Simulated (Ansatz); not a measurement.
The system is ZnS (Wurtzite-4H).

```
Zn S
1.0
     3.82270    0.00000    0.00000
    -1.91135    3.31056    0.00000
     0.00000    0.00000   12.52000
Zn S
4 4
Direct
  0.66667 0.33333 0.75000
  0.33333 0.66667 0.25000
  0.00000 0.00000 0.50000
  0.00000 0.00000 0.00000
  0.66667 0.33333 0.93750
  0.33333 0.66667 0.43750
  0.00000 0.00000 0.68750
  0.00000 0.00000 0.18750
```

```yaml
Program: Ansatz 0.2.0
Task: relaxation of cell and atoms
Functional: revPBE
Dispersion: D3(BJ)
Potentials_or_basis: Ansatz PAW
Cutoff: "420 eV (not typed: the program's choice for these potentials)"
k_mesh: 8 × 8 × 3
Occupations: fermi-dirac, width 0.05 eV
Spin: no spin polarisation
```

At the start: volume 19.81 Å³/atom.

Q: How do energy, volume and symmetry change on relaxing?

A: It ends after 5 steps and the volume is 19.17 Å³/atom (-3.2 %); space group P6_3mc (No. 186, to 0.05 Å).

Step by step:
```
step  energy change (eV)  largest force (eV/Å)  volume (Å³)
   1              0.0000                0.0515       158.44
   2             -0.0342                0.0260       155.38
   3             -0.0418                0.0060       153.21
   4             -0.0418                0.0067       153.34
   5             -0.0393                0.0066       153.34
```

Final structure:
```yaml
crystal:
  lattice:
    - [3.77993, 0.00000, 0.00000]
    - [-1.88997, 3.27352, 0.00000]
    - [0.00000, 0.00000, 12.39240]
  atoms:
    - { symbol: Zn, position: [0.66667, 0.33333, 0.75020] }
    - { symbol: Zn, position: [0.33333, 0.66667, 0.25020] }
    - { symbol: Zn, position: [0.00000, 0.00000, 0.50031] }
    - { symbol: Zn, position: [0.00000, 0.00000, 0.00031] }
    - { symbol: S, position: [0.66667, 0.33333, 0.93743] }
    - { symbol: S, position: [0.33333, 0.66667, 0.43743] }
    - { symbol: S, position: [0.00000, 0.00000, 0.68706] }
    - { symbol: S, position: [0.00000, 0.00000, 0.18706] }
```

Caveat: the plane-wave basis is chosen anew once the cell has moved, so the energies of steps on either side of that aren't comparable; the PAW data sets come from PBE, with cores solved anew for the run's functional, which leaves a small shift of forces and pressure.
